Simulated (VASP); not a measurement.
A run of VASP 6.6.1 is set up as follows.

Contents of INCAR:

```
ALGO     = Fast           # electronic algorithm
EDIFF    = 1E-7           # SCF threshold, eV
EDIFFG   = -0.005         # ionic threshold
ENCUT    = 600            # plane-wave cutoff, eV
GGA      = PS             # functional
IBRION   = 2              # ionic algorithm
ISIF     = 3              # what is computed and relaxed
ISMEAR   = 0              # smearing method
LASPH    = True           # aspherical terms in the spheres
LCHARG   = False          # write CHGCAR
LREAL    = False          # projectors in reciprocal space
LWAVE    = False          # write WAVECAR
NELM     = 100            # most SCF steps
NSW      = 90             # ionic steps
PREC     = Accurate       # precision mode
SIGMA    = 0.02           # smearing width, eV
```

KPOINTS

```
k-points
0
Gamma
  6 6 10
```

File POSCAR:

```
TiO2
1.0
    4.5922000000      0.0000000000      0.0000000000
    0.0000000000      4.5922000000      0.0000000000
    0.0000000000      0.0000000000      2.9574000000
Ti O
2 4
Direct
    0.0000000000      0.0000000000      0.0000000000
    0.5000000000      0.5000000000      0.5000000000
    0.3049600000      0.3049600000      0.0000000000
    0.1950400000      0.8049600000      0.5000000000
    0.6950400000      0.6950400000      0.0000000000
    0.8049600000      0.1950400000      0.5000000000
```

Potentials or basis: VASP PAW PBE potentials, release 64 (Ti_sv, O).

The run is started by

```bash
$ cat potpaw_PBE.64/Ti_sv/POTCAR potpaw_PBE.64/O/POTCAR > POTCAR
$ mpirun -np 1 vasp_std > vasp.out
```

**Question.** What does it give for the relaxed cell?

**Answer.** a = 4.592 Å, b = 4.592 Å, c = 2.942 Å, α = 90.00°, β = 90.00°, γ = 90.00°.

**Question.** What does it give for the band gap on the k mesh?

**Answer.** 1.83 eV, direct.

**Question.** What does it give for the relaxed volume?

**Answer.** 10.34 Å³/atom.

**Question.** What does it give for the space group after relaxing (to 0.05 Å)?

**Answer.** P4_2/mnm (No. 136).

The path:
| step | energy change (eV) | largest force (eV/Å) | pressure (GPa) | volume (Å³) |
| --- | --- | --- | --- | --- |
| 1 | 0.0000 | 0.0538 | -1.27 | 62.37 |
| 2 | -0.0004 | 0.0661 | 1.76 | 61.63 |
| 3 | -0.0023 | 0.0599 | 0.30 | 61.98 |
| 4 | -0.0029 | 0.0044 | 0.00 | 62.04 |

Caveat: the PAW data sets were made with another functional, which shifts forces and pressure a little. A k mesh can miss the band edges.
